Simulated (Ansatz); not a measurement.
Bi in Ansatz: the effect of functional

Bi:

```
Bi
1.0
     3.17227    0.00000    0.00000
     0.00000    3.15588    0.00000
    -0.07881    0.00000    6.31234
Bi
2
Direct
  0.54425 0.00000 0.74958
  0.45575 0.00000 0.25042
```

This isn't the form of Bi at room conditions, which is rhombohedral.

The cell isn't the ideal one: volume scaled by 0.94.

Alike in all runs:

* Program: Ansatz 0.2.0
* Task: single point
* Potentials or basis: Ansatz PAW
* k mesh: 8 × 8 × 4
* Occupations: fermi-dirac, width 0.05 eV
* Spin: no spin polarisation

| functional | cutoff | pressure (GPa) | largest force (eV/Å) |
| --- | --- | --- | --- |
| LDA | 420 eV (not typed: the program's choice for these potentials) | 1.8 | 0.01 |
| PBEsol | 420 eV (not typed: the program's choice for these potentials) | 3.3 | 0.02 |
| r2SCAN | 500 eV (not typed: the program's choice for these potentials) | ? | ? |

**Question.** What does the run with functional r2SCAN give?

**Answer.** Pressure 5.2 GPa; largest force 0.02 eV/Å.

Caveats: the PAW data sets come from PBE, with cores solved anew for the run's functional, which leaves a small shift of forces and pressure.

Runs at the PBE level aren't shown here.
